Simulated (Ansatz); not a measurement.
**TlBr: how the settings move a single-point run**

Aim: see which settings change the result for TlBr, by how much, and at what cost.

Computed with Ansatz 0.2.0 (reference: DFT, r2SCAN, PAW with Ansatz's default frozen-core files, scalar-relativistic, unless a step's input says otherwise).

## 1. The system as given

It takes space group Pm-3m (No. 221, cubic). Conventional cell: a = 3.980 Å, b = 3.980 Å, c = 3.980 Å, α = 90.00°, β = 90.00°, γ = 90.00°. Tl (site symmetry m-3m) is surrounded by 8 Br at 3.45 Å. Around Br (site symmetry m-3m) lie 8 Tl at 3.45 Å.

Structure file:

```
CELL_PARAMETERS angstrom
3.98000 0.00000 0.00000
0.00000 3.98000 0.00000
0.00000 0.00000 3.98000
ATOMIC_POSITIONS crystal
Tl 0.00000 0.00000 0.00000
Br 0.50000 0.50000 0.50000
```

## 2. Baseline

The input, input.yaml:

```yaml
crystal:
  lattice:
    - [3.98, 0.0, 0.0]
    - [0.0, 3.98, 0.0]
    - [0.0, 0.0, 3.98]
  atoms:
    - { symbol: Tl, position: [0.0, 0.0, 0.0] }
    - { symbol: Br, position: [0.5, 0.5, 0.5] }
kpoints:
  mp_grid: { grid: [7, 7, 7] }
  band_path:
    path:
      - [0.0, 0.0, 0.0]
      - [0.0, 0.5, 0.0]
      - [0.5, 0.5, 0.0]
      - [0.0, 0.0, 0.0]
      - [0.5, 0.5, 0.5]
      - [0.0, 0.5, 0.0]
      - [0.5, 0.5, 0.5]
      - [0.5, 0.5, 0.0]
    npoints: 6
scf:
  occupations: { method: fermi_dirac, width: 0.03 }
hamiltonian:
  xc: r2scan
  pseudopotentials: { kind: paw }
output:
  forces: true
  stress: true
  eigenvalues: true
  efg: { contact_densities: true }
  populations: true
```

Launch:

```sh
ansatz run input.yaml --threads 1 --pin off --max-ram 2048MiB --backend cpu --events-out ev --progress --plain --runs-dir out
```

## 3. Changing settings: lower_state_search light, dispersion d4, accuracy medium

input.yaml: that of step 2 with these lines changed.

```diff
@@ -23,2 +23,3 @@
   occupations: { method: fermi_dirac, width: 0.03 }
+  lower_state_search: light
 hamiltonian:
@@ -26,2 +27,3 @@
   pseudopotentials: { kind: paw }
+  dispersion: d4
 output:
@@ -32 +34,2 @@
   populations: true
+accuracy: medium
```

Before running it: what results should come out? Wanted: for each run, ending; energy change; pressure; gap; force.

The runs gave:

```
                                                        run     ending                                     energy change  pressure (GPa)  gap (eV)  force (eV/Å)  cycles   time
                                                  reference  converged                                                 0             0.3      2.70          0.00       6  4.2 s
1: lower_state_search light, dispersion d4, accuracy medium  converged  -112.6 meV/atom (offset of the dispersion model)             0.8      2.70          0.00       6  4.3 s
```

Residual by cycle in the longest SCF loop of each run; runs are numbered as in the table. The quantity is the density residual dr2, in eV.

```
cycle  reference    run 1
    1     0.0215   0.0215
    2    0.00263  0.00263
    3     1.4e-4   1.4e-4
    4     7.2e-6   7.2e-6
    5     5.5e-7   5.5e-7
    6     2.2e-8   2.2e-8
```

**Reading.** The energy moves by -112.6 meV/atom, nearly all of it the dispersion term itself (-112.6 meV/atom); that offset belongs to the model and is no gain or loss of stability; the pressure goes from 0.3 to 0.8 GPa. The gap of the reference lacks spin-orbit coupling, though the cell holds Tl.

The gaps are Kohn-Sham values of a semilocal functional, not quasiparticle or optical gaps. Such gaps usually fall short of the measured ones; spin-orbit coupling, left out here, narrows gaps with Tl, so the two errors partly cancel.
